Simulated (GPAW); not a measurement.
Runs of GPAW 26.7.0 on Ag. It takes space group Fm-3m (No. 225, cubic). The conventional cell has a = 4.085 Å, b = 4.085 Å, c = 4.085 Å, α = 90.00°, β = 90.00°, γ = 90.00°. Around Ag (site symmetry m-3m) lie 12 Ag at 2.89 Å. 

| task | level | potentials or basis | spin | cell | k mesh | smearing | optimizer | fmax | max steps | convergence | band path | gap on the mesh (eV) | pressure (GPa) | relaxed volume (Å³/atom) |
| --- | --- | --- | --- | --- | --- | --- | --- | --- | --- | --- | --- | --- | --- | --- |
| relaxation of cell and atoms | PBE+D3(BJ) | GPAW PAW data sets (gpaw-data 1.2.1), pw | off | relaxed | 11 × 11 × 11 | fermi-dirac 0.05 eV | LBFGS | 0.05 eV/Å | 40 | density=1e-05 forces=0.0001 | - | none | 0.0 | 16.83 |
| band structure | PBE | GPAW PAW data sets (gpaw-data 1.2.1), pw | SOC, no magnetisation | as given | 8 × 8 × 8 | fermi-dirac 0.05 eV | - | - | - | - | GXWKGLUWLK,UX | - | (b) | - |
| band structure | PBEsol | PAW data sets generated in the run's folder for this functional, pw | off | as given | 11 × 11 × 11 | fermi-dirac 0.05 eV | - | - | - | - | GXWKGLUWLK,UX | - | -2.9 | - |
| band structure | PBEsol | PAW data sets generated in the run's folder for this functional, pw | SOC, no magnetisation | as given | 11 × 11 × 11 | fermi-dirac 0.05 eV | - | - | - | - | GXWKGLUWLK,UX | - | -2.9 | - |
| band structure | BLYP | PAW data sets generated in the run's folder for this functional, pw | off | as given | 11 × 11 × 11 | fermi-dirac 0.05 eV | - | - | - | - | GXWKGLUWLK,UX | - | 11.9 | - |
| single point | PBE | GPAW PAW data sets (gpaw-data 1.2.1), pw | off | as given | 11 × 11 × 11 | gaussian 0.011 eV | - | - | - | - | - | none | 4.2 | - |
| single point | PBE | GPAW PAW data sets (gpaw-data 1.2.1), pw | off | as given | 11 × 11 × 11 | gaussian 0.024 eV | - | - | - | - | - | none | 4.2 | - |
| single point | PBE | GPAW PAW data sets (gpaw-data 1.2.1), pw | off | as given | 11 × 11 × 11 | gaussian 0.02 eV | - | - | - | - | - | none | 4.2 | - |
| relaxation of cell and atoms | RPBE+D3(BJ) | the program's PAW data sets (release 1.2.1) made for this functional, pw | off | relaxed | 11 × 11 × 11 | fermi-dirac 0.05 eV | LBFGS | 0.05 eV/Å | 60 | density=1e-05 forces=0.0001 | - | none | 0.0 | 14.20 |
| single point | PBE | GPAW PAW data sets (gpaw-data 1.2.1), pw | off | as given | 11 × 11 × 11 | gaussian 0.012 eV | - | - | - | - | - | none | 4.2 | - |
| band structure | LDA | the program's PAW data sets (release 1.2.1) made for this functional, pw | off | as given | 11 × 11 × 11 | fermi-dirac 0.05 eV | - | - | - | - | GXWKGLUWLK,UX | - | (a) | - |
| single point | PBE | GPAW PAW data sets (gpaw-data 1.2.1), pw | off | as given | 11 × 11 × 11 | gaussian 0.013 eV | - | - | - | - | - | none | 4.2 | - |

Alike in all rows: cutoff (eV) 600.

Question: Fill in the values left out.

Answer: (a) -7.6; (b) 5.2.

Caveats: later steps reuse the first step's grids (some runs); pairwise dispersion overbinds metals, which lowers pressure and volume (some runs); spin-orbit coupling was added after a scalar SCF, so levels and gaps hold it while energy, forces, pressure and moments don't (some runs); this program's spin-orbit splittings come out too wide for heavy elements (some runs); the volume moved by over 15 % at a fixed basis, so the end points are rough (some runs); the volume moved by -17 % from the deposited cell, more than functionals usually miss (some runs).

A k mesh can miss the band edges, and rows without SOC leave out spin-orbit coupling on Ag.

A gap of «none» marks a metal or a gap under the smearing width.
